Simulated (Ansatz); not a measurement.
## CsPbI3: biaxial strain −0.72 %, plane normal [110], relaxed out of plane

Base system: CsPbI3 in the cubic perovskite structure (space group Pm-3m, No. 221; a = 6.333 Å). Axes: x, y, z lie along the cube axes.

Now apply this change: compressive biaxial strain of 0.72 % in the plane normal to [110], as in epitaxy on a mismatched substrate; the out-of-plane cell vector and the atoms relax.

Level of theory: Kohn–Sham DFT with the r2SCAN functional, run in Ansatz (a first-principles code) with PAW and 500 eV plane waves, without spin-orbit coupling. Γ-centred 5×5×5 mesh, Fermi–Dirac width 0.05 eV.

The volume per atom drops by 0.41 Å³ (50.79 Å³ → 50.38 Å³) and the space group changes from Pm-3m (No. 221) to Cmmm (No. 65). The shortest interatomic distance falls by 0.0228 Å to 3.144 Å and the energy increases by 0.5 meV/atom. The pressure (mean of the normal stresses, compression positive) goes from zero to 1.4 kbar and the band gap decreases by 0.058 eV (1.70 eV → 1.65 eV). The gap character amounts to direct at T and the valley order (the lowest conduction-band minima on the path, energy above the VBM, named in the base's zone) goes from R along ⟨111⟩ 1.70 eV to R along [111] 1.65 eV; M along [101] 2.08 eV. The out-of-plane strain amounts to +0.63 % and the mean in-plane stress (compression positive) is +0.2 GPa.

Spin-orbit coupling, missing from the scalar runs, can matter with I and Pb. No phonon test of stability was made. Many cubic perovskites are stable only at high temperature; tilts and polar distortions were not tested. This is not the structure that CsPbI3 has at room temperature and ambient pressure. k-point labels follow each cell's own Brillouin zone.
